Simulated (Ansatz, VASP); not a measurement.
## GaN in VASP and in Ansatz

File INCAR:

```
SYSTEM = GaN
  ALGO = Fast
  EDIFF = 1E-6
  ENCUT = 520
  GGA = PE
  ISIF = 2
  ISMEAR = 0
  LASPH = .TRUE.
  LCHARG = .FALSE.
  LREAL = .FALSE.
  LWAVE = .FALSE.
  NBANDS = 16
  NELM = 60
  PREC = Accurate
  SIGMA = 0.05
```

File KPOINTS:

```
k-points
0
G
  14 14 14
  0 0 0
```

The input POSCAR:

```
GaN
1.0
    0.0000000000      2.2163952824      2.2163952824
    2.2163952824      0.0000000000      2.2163952824
    2.2163952824      2.2163952824      0.0000000000
Ga N
1 1
Direct
    0.0000000000      0.0000000000      0.0000000000
    0.5000000000      0.5000000000      0.5000000000
```

Input for Ansatz:

```yaml
crystal:
  lattice:
    - [0.0, 2.2163952824, 2.2163952824]
    - [2.2163952824, 0.0, 2.2163952824]
    - [2.2163952824, 2.2163952824, 0.0]
  atoms:
    - { symbol: Ga, position: [0.0, 0.0, 0.0] }
    - { symbol: "N", position: [0.5, 0.5, 0.5] }
basis:
  ecutwfc: 420
kpoints:
  mp_grid: { grid: [14, 14, 14] }
hamiltonian:
  xc: pbe
scf:
  occupations: { method: gaussian, width: 0.05 }
output:
  forces: true
  stress: true
  eigenvalues: true
```

Alike in both runs: task single point; functional PBE; k mesh 14 × 14 × 14; occupations gaussian, width 0.05 eV; no spin polarisation.

```csv
,VASP,Ansatz
version,VASP 6.6.1,Ansatz 0.2.0
potentials or method,"VASP PAW PBE potentials, release 64 (Ga_d, N)","scalar-relativistic, plane waves, PAW"
plane-wave cutoff (eV),520,420
valence electrons in the cell,18,18
```

Ansatz gave:

- gap on the k mesh at the Fermi level (eV): none
- pressure (GPa): -18.1

**Question.** Which values does VASP return?

**Answer.** gap on the k mesh at the Fermi level (eV): none; pressure (GPa): -17.2.

A gap of «none» marks a metal or a gap that the smearing closes. With one functional, cell and mesh, what is left measures potentials, basis and numerics.

Caveats: so large a pressure means that the cell lies far from this level's equilibrium, or that cutoff or potentials fall short (VASP).
